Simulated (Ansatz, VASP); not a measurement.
## Two plane-wave programs on Si

```
CELL_PARAMETERS angstrom
0.00000 2.70080 2.70080
2.70080 0.00000 2.70080
2.70080 2.70080 0.00000
ATOMIC_POSITIONS crystal
Si 0.50000 0.50000 0.50000
Si 0.75000 0.75000 0.75000
```

Alike in both runs: task single point; functional LDA; k mesh 12 × 12 × 12; occupations gaussian, width 0.05 eV; no spin polarisation.

|  | VASP | Ansatz |
| --- | --- | --- |
| version | VASP 6.6.1 | Ansatz 0.2.0 |
| potentials or method | VASP PAW LDA potentials, release 64 (Si) | scalar-relativistic, plane waves, PAW |
| plane-wave cutoff (eV) | 520 | 420 |
| valence electrons in the cell | 8 | 8 |

```csv
,VASP,Ansatz,Ansatz less VASP
gap on the k mesh at the Fermi level (eV),0.44,0.44,+0.003
least direct gap on the mesh (eV),2.53,2.53,+0.001
pressure (GPa),0.1,0.0,-0.06
```

Ansatz warned: «pseudo_functional_mismatch».
